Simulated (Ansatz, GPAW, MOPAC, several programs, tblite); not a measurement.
## What each method gives for WSe2 (1T monolayer)

WSe2 (1T monolayer), relaxed with r2SCAN in Ansatz, was computed with several methods. In-plane lattice: a = 3.328 Å, b = 3.328 Å, γ = 120.0°; thickness between the outer nuclei 3.35 Å. W has 6 Se at 2.55 Å; Se has 3 W at 2.55 Å. All values are calculated for a non-magnetic cell, which may be hypothetical.

```cif
data_structure
_symmetry_space_group_name_H-M 'P 1'
_symmetry_Int_Tables_number 1
_cell_length_a 3.3278
_cell_length_b 3.3278
_cell_length_c 30.7219
_cell_angle_alpha 90.000
_cell_angle_beta 90.000
_cell_angle_gamma 120.000
_cell_volume 294.65
loop_
_atom_site_label
_atom_site_type_symbol
_atom_site_fract_x
_atom_site_fract_y
_atom_site_fract_z
_atom_site_occupancy
W1 W 0.00000 0.00000 0.29295 1
Se1 Se 0.33333 0.66667 0.34740 1
Se2 Se 0.66667 0.33333 0.23850 1
```
Periodic in the plane only; c spans the vacuum.

Gaps and times are for a single point on this cell. Times are rough, from shared hosts (Arm Neoverse V2), and each method has its own mesh and cell size. PM7 (MOPAC): levels, charges or heat of formation failed a check of plausibility, so no values are given. PM7 (MOPAC), GFN1-xTB (tblite), GFN2-xTB (tblite) treat a cluster of cells at its zone centre, which samples few k points: where these miss a band edge, the gap comes out too large for that reason alone. Gaps from k meshes are read at a limited set of points (mesh, symmetry points, PBE's band edges), so each method's own least gap may be somewhat smaller. xTB and the PM methods were fitted mostly to molecules, and can miss a solid's gap by electronvolts. Minimal bases can be far off for gaps. d marks a direct gap, i an indirect one (no mark: not told apart), a dash a value that wasn't computed or didn't pass its checks.

| method | kind | gap (eV) | atoms computed | processor time |
| --- | --- | --- | --- | --- |
| GFN1-xTB (tblite) | tight binding | 0.16 | 27 | 0.88 s |
| GFN2-xTB (tblite) | tight binding | 0 | 27 | 1.3 s |
| light PBE (260 eV and a coarse mesh) | light plane-wave | overlap 0.48 | 3 | 2.4 s |
| PBE | semilocal | overlap 0.50 | 3 | 9.1 s |
| PBE/single zeta (GPAW) | small basis | overlap 0.59 | 3 | 10 s |
| r2SCAN | semilocal | overlap 0.63 | 3 | 26 s |
| PM7 (MOPAC) | semi-empirical | – | 27 | 68 s |

With PBE and r2SCAN the bands overlap or touch, or nearly. Semilocal functionals can close a real gap, so this doesn't show a metal; small gaps of other methods may in turn close between the points read or with spin-orbit coupling, and the solid may be a semimetal.

No spin-orbit coupling is included; it can move band edges with weight on the heavy atoms by tenths of an eV.
